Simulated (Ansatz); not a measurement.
The system is MgB2.

```
CELL_PARAMETERS angstrom
3.08500 0.00000 0.00000
-1.54250 2.67169 0.00000
0.00000 0.00000 3.52300
ATOMIC_POSITIONS crystal
Mg 0.00000 0.00000 0.00000
B 0.66667 0.33333 0.50000
B 0.33333 0.66667 0.50000
```

- Program: Ansatz 0.2.0
- Task: relaxation of cell and atoms
- Functional: RPBE
- Dispersion: D4
- Potentials or basis: Ansatz PAW
- Cutoff: 420 eV (not typed: the program's choice for these potentials)
- k mesh: 10 × 10 × 8
- Occupations: fermi-dirac, width 0.05 eV
- Spin: no spin polarisation

At the start: volume 9.68 Å³/atom.

Q: Where does the relaxation end?

A: It ends after 7 steps and the volume is 9.23 Å³/atom (-4.6 %); space group P6/mmm (No. 191, to 0.05 Å).

The path:
```tsv
step	energy change (eV)	largest force (eV/Å)	volume (Å³)
1	0.0000	0.0000	29.04
2	-0.0264	0.0000	28.12
3	-0.0297	0.0000	27.67
4	-0.0297	0.0000	27.71
5	-0.0285	0.0000	27.71
6	-0.0285	0.0000	27.70
7	-0.0285	0.0000	27.70
```

Final structure:
```yaml
crystal:
  lattice:
    - [3.05463, 0.00000, 0.00000]
    - [-1.52732, 2.64539, 0.00000]
    - [0.00000, 0.00000, 3.42753]
  atoms:
    - { symbol: Mg, position: [0.00000, 0.00000, 0.00000] }
    - { symbol: B, position: [0.66667, 0.33333, 0.50000] }
    - { symbol: B, position: [0.33333, 0.66667, 0.50000] }
```

Caveat: the plane-wave basis is chosen anew once the cell has moved, so the energies of steps on either side of that aren't comparable; pairwise dispersion overbinds metals, which lowers pressure and volume; the PAW data sets come from PBE, with cores solved anew for the run's functional, which leaves a small shift of forces and pressure.
